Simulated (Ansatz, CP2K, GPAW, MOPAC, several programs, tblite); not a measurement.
## What each method gives for MgH2 (anatase)

MgH2 (anatase), relaxed with r2SCAN in Ansatz, was computed with several methods. The symmetry is I4_1/amd (No. 141, tetragonal); a = 3.781 Å, c = 9.387 Å in the conventional setting, 11.19 Å³ an atom. Mg has 6 H at 1.93–1.97 Å; H has 3 Mg at 1.93–1.97 Å. The calculation is spin-unpolarised, and the structure need not be a phase that has been made.

```xyz
6
Lattice="-1.8907 1.8907 4.6936 1.8907 -1.8907 4.6936 1.8907 1.8907 -4.6936" Properties=species:S:1:pos:R:3 pbc="T T T"
Mg    0.0000    1.8907    2.3468
Mg    0.0000    0.0000    0.0000
H     0.0000    1.8907    0.3738
H     0.0000    0.0000    7.4141
H     0.0000    0.0000    1.9730
H     0.0000    1.8907    4.3198
```

Gaps and times are for a single point on this cell; volume and bulk modulus come from each method's own relaxation or energy curve at fixed shape, which is too stiff where a cell has free coordinates or axes. Times are rough, from shared hosts (Arm Neoverse V2), and each method has its own mesh and cell size. A dagger marks a closed or tiny gap in a crystal that DFT finds insulating: a failure of the method or a wrong SCF state. A double dagger marks a value from a curve with shape and coordinates held. PM6 (MOPAC): levels, charges or heat of formation failed a check of plausibility, so no values are given. PM6 (MOPAC), PM7 (MOPAC), GFN1-xTB (tblite), GFN2-xTB (tblite) treat a cluster of cells at its zone centre, which samples few k points: where these miss a band edge, the gap comes out too large for that reason alone. Gaps from k meshes are read at a limited set of points (mesh, symmetry points, PBE's band edges), so each method's own least gap may be somewhat smaller. xTB and the PM methods were fitted mostly to molecules, and can miss a solid's gap by electronvolts. Minimal bases can be far off for gaps. PBE/DZVP lies far from plane-wave PBE here, an effect of basis or sampling. GLLB-SC's gap includes the derivative discontinuity. d marks a direct gap, i an indirect one (no mark: not told apart), a dash a value that wasn't computed or didn't pass its checks.

```json
{"method": "light PBE (260 eV, its own mesh)", "kind": "light plane-wave", "gap (eV)": "3.54 i", "own volume (Å³/atom)": "–", "bulk modulus (GPa)": "–", "atoms computed": "6", "processor time": "0.8 s"}
{"method": "PM6 (MOPAC)", "kind": "semi-empirical", "gap (eV)": "–", "own volume (Å³/atom)": "–", "bulk modulus (GPa)": "–", "atoms computed": "108", "processor time": "2.2 s"}
{"method": "PM7 (MOPAC)", "kind": "semi-empirical", "gap (eV)": "7.92", "own volume (Å³/atom)": "–", "bulk modulus (GPa)": "–", "atoms computed": "108", "processor time": "2.2 s"}
{"method": "GFN1-xTB (tblite)", "kind": "tight binding", "gap (eV)": "0.15†", "own volume (Å³/atom)": "–", "bulk modulus (GPa)": "–", "atoms computed": "108", "processor time": "3.1 s"}
{"method": "PBE", "kind": "semilocal", "gap (eV)": "3.56 i", "own volume (Å³/atom)": "11.43", "bulk modulus (GPa)": "45‡", "atoms computed": "6", "processor time": "5.6 s"}
{"method": "GFN2-xTB (tblite)", "kind": "tight binding", "gap (eV)": "3.24", "own volume (Å³/atom)": "–", "bulk modulus (GPa)": "–", "atoms computed": "108", "processor time": "9.7 s"}
{"method": "r2SCAN", "kind": "semilocal", "gap (eV)": "4.11 i", "own volume (Å³/atom)": "11.19", "bulk modulus (GPa)": "48‡", "atoms computed": "6", "processor time": "17 s"}
{"method": "GLLB-SC (GPAW)", "kind": "model potential", "gap (eV)": "6.78", "own volume (Å³/atom)": "–", "bulk modulus (GPa)": "–", "atoms computed": "6", "processor time": "19 s"}
{"method": "PBE/SZV (CP2K)", "kind": "small basis", "gap (eV)": "2.16 i", "own volume (Å³/atom)": "11.21‡", "bulk modulus (GPa)": "40‡", "atoms computed": "6", "processor time": "27 s"}
{"method": "PBE/DZVP (CP2K)", "kind": "small basis", "gap (eV)": "2.49 i", "own volume (Å³/atom)": "11.15‡", "bulk modulus (GPa)": "51‡", "atoms computed": "6", "processor time": "40 s"}
```

Against r2SCAN (4.11 eV) and with closed or daggered gaps left aside, the nearest gap at the points sampled is that of PBE (-0.55 eV) and the farthest that of PM7 (MOPAC) (+3.81 eV). r2SCAN is only a yardstick of convenience: semilocal gaps usually lie below measured ones, which GLLB-SC and hybrids aim to mend.

Volumes against r2SCAN's: PBE +2.2 %.
